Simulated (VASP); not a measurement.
# ZnS (Wurtzite-2H) (P6_3mc) in VASP: further runs

Runs on ZnS (Wurtzite-2H). Level: PBE. Tasks: single point.

Program: VASP 6.6.1. These are calculated values, not measurements. Logs are shortened: lines on timing, memory, paths and dates and some standing lists are left out, and cuts for length are marked.

## 1. The undisturbed crystal

It takes space group P6_3mc (No. 186, hexagonal). The conventional cell has a = 3.811 Å, b = 3.811 Å, c = 6.234 Å, α = 90.00°, β = 90.00°, γ = 120.00°. Zn (site symmetry 3m) has 4 S at 2.31 to 2.40 Å as nearest neighbours. S (site symmetry 3m) is surrounded by 4 Zn at 2.31 to 2.40 Å.

## 2. Single point, PBE (grid = ENCUT=400 dk=0.45 cell=2x2x1 ISMEAR=0 SIGMA=0.05 LREAL=Auto EDIFF=0.0001)

INCAR

```
ALGO = Fast
EDIFF = 1E-4
ENCUT = 400
GGA = PE
ISIF = 2
ISMEAR = 0
LASPH = True
LCHARG = False
LREAL = Auto
LWAVE = False
NBANDS = 80
NELM = 120
PREC = Accurate
SIGMA = 0.05
```

KPOINTS

```
k-points
0
Gamma
  3 3 3
```

POSCAR

```
ZnS
1.0
    7.6220000000      0.0000000000      0.0000000000
   -3.8110000000      6.6008456276      0.0000000000
    0.0000000000      0.0000000000      6.2340000000
S Zn
8 8
Direct
    0.3333333334      0.1666666666      0.5000000000
    0.3333333334      0.1666666666      0.8850000000
    0.3333333334      0.6666666666      0.8850000000
    0.8333333333      0.1666666666      0.8850000000
    0.8333333333      0.6666666666      0.8850000000
    0.1666666666      0.3333333334      0.3850000000
    0.6666666666      0.3333333334      0.3850000000
    0.6666666666      0.8333333333      0.3850000000
    0.3333333334      0.6666666666      0.5000000000
    0.8333333333      0.1666666666      0.5000000000
    0.8333333333      0.6666666666      0.5000000000
    0.1666666666      0.3333333334      0.0000000000
    0.1666666666      0.8333333333      0.0000000000
    0.6666666666      0.3333333334      0.0000000000
    0.6666666666      0.8333333333      0.0000000000
    0.1666666666      0.8333333333      0.3850000000
```

Potentials or basis: VASP PAW PBE potentials, release 64 (S, Zn).

Started as:

```sh
$ cat potpaw_PBE.64/S/POTCAR potpaw_PBE.64/Zn/POTCAR > POTCAR
$ mpirun -np 1 vasp_std > vasp.out
```

OUTCAR:

```text
EDIFF = 1E-4
   ENCUT = 400
   GGA = PE
   ISIF = 2
   ISMEAR = 0
   LASPH = True
   LREAL = Auto
   NELM = 120
   PREC = Accurate

 Found     10 irreducible k-points:

 Following reciprocal coordinates:
            Coordinates               Weight
  0.000000  0.000000  0.000000      1.000000
  0.333333  0.000000  0.000000      4.000000
  0.000000  0.333333  0.000000      2.000000
  0.333333  0.333333  0.000000      2.000000
  0.000000  0.000000  0.333333      2.000000
  0.333333  0.000000  0.333333      4.000000
   k-points           NKPTS =     10   k-points in BZ     NKDIM =     10   number of bands    NBANDS=     80
   number of dos      NEDOS =    301   number of ions     NIONS =     16
   total plane-waves  NPLWV = 105000
   dimension x,y,z NGX =    50 NGY =   50 NGZ =   42
   dimension x,y,z NGXF=   100 NGYF=  100 NGZF=   84
   ions per type =               8   8
   NGX,Y,Z   is equivalent  to a cutoff of  10.91, 10.91, 11.20 a.u.
   NGXF,Y,Z  is equivalent  to a cutoff of  21.81, 21.81, 22.40 a.u.
 SYSTEM =  unknown system
   PREC   = accura    normal or accurate (medium, high low for compatibility)
   ISTART =      0    job   : 0-new  1-cont  2-samecut
   ICHARG =      2    charge: 1-file 2-atom 10-const
   ISPIN  =      1    spin polarized calculation?
   LNONCOLLINEAR =      F non collinear calculations
   LSORBIT =      F    spin-orbit coupling
   LASPH  =      T    aspherical Exc in radial PAW
   ENCUT  =  400.0 eV  29.40 Ry    5.42 a.u.  12.43 12.43 10.17*2*pi/ulx,y,z
   NELM   =    120;   NELMIN=  2; NELMDL= -5     # of ELM steps
   EDIFF  = 0.1E-03   stopping-criterion for ELM
   LREAL  =      T    real-space projection
   EDIFFG = 0.1E-02   stopping-criterion for IOM
   NSW    =      0    number of steps for IOM
   IBRION =     -1    ionic relax: 0-MD 1-quasi-New 2-CG
   NFREE  =      0    steps in history (QN), initial steepest desc. (CG)
   ISIF   =      2    stress and relaxation
   ISYM   =      2    0-nonsym 1-usesym 2-fastsym
   POTIM  = 0.5000    time-step for ionic-motion
   TEBEG  =    0.0;   TEEND  =   0.0 temperature during run
   PSTRESS=    0.0 pullay stress
   NELECT =     144.0000    total number of electrons
   NUPDOWN=      -1.0000    fix difference up-down
   EMIN   =  10.00;   EMAX   =-10.00  energy-range for DOS
   EFERMI =   0.00;   METHOD = LEGACY
   ISMEAR =     0;   SIGMA  =   0.05  broadening in eV -4-tet -1-fermi 0-gaus
   EFERMI_NEDOS =   21; number of points for ismear=-14 and -15
   IALGO  =     68    algorithm
   IMIX   =      4    mixing-type and parameters
     AMIX     =   0.40;   BMIX     =  1.00
     AMIX_MAG =   1.60;   BMIX_MAG =  1.00
  volume/ion in A,a.u.               =      19.60       132.29
  Fermi-wavevector in a.u.,A,eV,Ry     =   1.262943  2.386617 21.701647  1.595026
  Thomas-Fermi vector in A             =   2.396326
   LORBIT       =      0    0 simple, 1 ext, 2 COOP (PROOUT), +10 PAW based schemes
   GGA     = PE    functional components
   LHFCALC =     F    Hartree Fock is set to
   AEXX    =    0.0000 exact exchange contribution
   IVDW    =     0    specifies the selected vdW correction
   LEPSILON=     F    determine dielectric tensor
   LRPA    =     F    only Hartree local field effects (RPA)
 non-spin polarized calculation
 RMM-DIIS sequential band-by-band and
 Gauss-broadening in eV      SIGMA  =   0.05
  energy-cutoff  :      400.00
  volume of cell :      313.64
 maximum number of plane-waves:      5726
 NGX is ok and might be reduce to    50
   NGX = 25   NGY = 25   NGZ = 21

 number of electron     143.9999789 magnetization

 Free energy of the ion-electron system (eV)
  ---------------------------------------------------
  ext. energy  EPLUGINS =         0.00000000
  ---------------------------------------------------
  free energy    TOTEN  =       -47.38629420 eV

  energy without entropy =      -47.37920872  energy(sigma->0) =      -47.38275146

 E-fermi :   3.6590     XC(G=0):  -9.6992

 val. band max:        3.6458244484   @ k =   0.0000  -0.3333   0.3333
 cond. band min:       3.6602022386   @ k =   0.0000   0.3333   0.0000
 fundamental gap:      0.0143777901
 Fermi energy:         3.6590401751

 k-point     1 :       0.0000    0.0000    0.0000
  band No.  band energies     occupation
      1     -12.1232      2.00000
      2     -10.6103      2.00000
      3     -10.3159      2.00000
      4     -10.2958      2.00000
      5      -9.9791      2.00000
      6      -9.9169      2.00000
[... 72 lines left out ...]
     79       6.0572      0.00000
     80       6.3045      0.00000

 k-point     2 :       0.3333    0.0000    0.0000
  band No.  band energies     occupation
      1     -12.0738      2.00000
      2     -10.6810      2.00000
      3     -10.3623      2.00000
      4     -10.2526      2.00000
      5     -10.0306      2.00000
      6      -9.9465      2.00000
[... 72 lines left out ...]
     79       7.0740      0.00000
     80       7.1744      0.00000

 k-point     3 :       0.0000    0.3333    0.0000
  band No.  band energies     occupation
      1     -12.0975      2.00000
      2     -10.5619      2.00000
      3     -10.3286      2.00000
      4     -10.2456      2.00000
      5     -10.1584      2.00000
      6      -9.9108      2.00000
[... 72 lines left out ...]
     79       6.9580      0.00000
     80       7.0546      0.00000

 k-point     4 :       0.3333    0.3333    0.0000
  band No.  band energies     occupation
      1     -12.0600      2.00000
      2     -10.6390      2.00000
      3     -10.4494      2.00000
      4     -10.1862      2.00000
      5     -10.0380      2.00000
      6      -9.9770      2.00000
[... 72 lines left out ...]
     79       7.0977      0.00000
     80       7.3321      0.00000

 k-point     5 :       0.0000    0.0000    0.3333
  band No.  band energies     occupation
      1     -12.0340      2.00000
      2     -10.6796      2.00000
      3     -10.2933      2.00000
      4     -10.2578      2.00000
      5      -9.9835      2.00000
      6      -9.9644      2.00000
[... 72 lines left out ...]
     79       5.9996      0.00000
     80       6.1927      0.00000

 k-point     6 :       0.3333    0.0000    0.3333
  band No.  band energies     occupation
      1     -11.9936      2.00000
      2     -10.5678      2.00000
      3     -10.4489      2.00000
      4     -10.2509      2.00000
      5     -10.0918      2.00000
      6      -9.9704      2.00000
[... 72 lines left out ...]
     79       6.6180      0.00000
     80       6.8821      0.00000

 [... further k-points ...]

------------------------ aborting loop because EDIFF is reached ----------------------------------------

  FORCE on cell =-STRESS in cart. coord.  units (eV):
  Direction    XX          YY          ZZ          XY          YZ          ZX
  --------------------------------------------------------------------------------------
  -------------------------------------------------------------------------------------
  Total       13.1268411      7.3988398      7.8654748      0.0000000     -0.7200363      0.0000000
  in kB       67.0556676     37.7953948     40.1791002      0.0000000     -3.6781518      0.0000000
  external PRESSURE =      48.3433876 kB  Pullay stress =       0.0000000 kB

 VOLUME and BASIS-vectors are now :
 -----------------------------------------------------------------------------
  energy-cutoff  :      400.00
  volume of cell :      313.64
      direct lattice vectors                 reciprocal lattice vectors
     7.622000000  0.000000000  0.000000000     0.131199160  0.075747871  0.000000000
    -3.811000000  6.600845628  0.000000000     0.000000000  0.151495741  0.000000000
     0.000000000  0.000000000  6.234000000     0.000000000  0.000000000  0.160410651

 POSITION                                       TOTAL-FORCE (eV/Angst)
 -----------------------------------------------------------------------------------
      1.90550      1.10014      3.11700         0.000000     -0.536756     -0.500554
      1.90550      1.10014      5.51709         0.000000     -0.783280      1.250070
      0.00000      4.40056      5.51709         0.005509     -0.035362     -0.257647
      5.71650      1.10014      5.51709         0.000000     -0.014082     -0.355496
      3.81100      4.40056      5.51709        -0.005509     -0.035362     -0.257647
     -0.00000      2.20028      2.40009        -0.938926      0.351206     -0.637476
[... 8 lines left out ...]
      1.90550      5.50070      0.00000         0.000000      0.017783      0.369097
     -1.90550      5.50070      2.40009         0.000000      1.126065      0.034181
 -----------------------------------------------------------------------------------
    total drift:                                0.000010     -0.002126      0.001543

  FREE ENERGIE OF THE ION-ELECTRON SYSTEM (eV)
  ---------------------------------------------------
  free  energy   TOTEN  =       -47.3862941975 eV

  energy  without entropy=      -47.3792087182  energy(sigma->0) =      -47.38275146
```

It took 3.9 min on 1 thread of Intel Xeon Platinum 8488C (Sapphire Rapids), shared host; peak memory 0.37 GiB.

These settings aren't checked as converged: the numbers below hold their error.

Results:

* Free energy: -47.3863 eV
* Pressure: 4.8 GPa
* Largest force: 1.475 eV/Å
* Band gap on the k mesh: none (metal or under the smearing width)

## 3. Single point, PBE (grid = ENCUT=460 dk=0.45 cell=2x2x1 ISMEAR=0 SIGMA=0.05 LREAL=Auto EDIFF=1e-06)

INCAR: that of step 2 with these lines changed.

```diff
@@ -1,4 +1,4 @@
 ALGO = Fast
-EDIFF = 1E-4
-ENCUT = 400
+EDIFF = 1E-6
+ENCUT = 460
 GGA = PE
```

KPOINTS is that of step 2.

POSCAR is that of step 2.

Potentials or basis: VASP PAW PBE potentials, release 64 (S, Zn).

Started as:

```sh
$ cat potpaw_PBE.64/S/POTCAR potpaw_PBE.64/Zn/POTCAR > POTCAR
$ mpirun -np 1 vasp_std > vasp.out
```

Wall time 5.4 min (1 thread of Intel Xeon Platinum 8488C (Sapphire Rapids), shared host); peak memory 0.41 GiB.

The run converged, but some of its settings lie outside the range that counts as converged, so its numbers aren't taken as properties of the crystal.

Results:

| Item | Value |
| --- | --- |
| Free energy | -47.3920 eV |
| Pressure | 5.0 GPa |
| Largest force | 1.473 eV/Å |
| Band gap on the k mesh | none (metal or under the smearing width) |
